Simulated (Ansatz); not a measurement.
NaI:

```
I Na
1.0
     0.00000    3.23640    3.23640
     3.23640    0.00000    3.23640
     3.23640    3.23640    0.00000
I Na
1 1
Direct
  0.50000 0.50000 0.50000
  0.00000 0.00000 0.00000
```

Base run:

```yaml
Program: Ansatz 0.2.0
Functional: PBE0
Potentials_or_basis: Ansatz PAW
Cutoff: "420 eV (not typed: the program's choice for these potentials)"
k_mesh: 6 × 6 × 6
Occupations: fermi-dirac, width 0.05 eV
Spin: no spin polarisation
```

Its results: band gap on the k mesh 5.34 eV, direct; pressure 0.1 GPa.

Task: The run is repeated on the same cell with these changes: functional from PBE0 to HSE06. What comes out?

Result: Band gap on the k mesh 4.67 eV, direct; pressure 0.1 GPa.

Caveats: spin-orbit coupling is left out, which moves the levels of the heavy elements; the PAW data sets come from PBE, with cores solved anew for the run's functional, which leaves a small shift of forces and pressure; the thresholds are loose for stress.
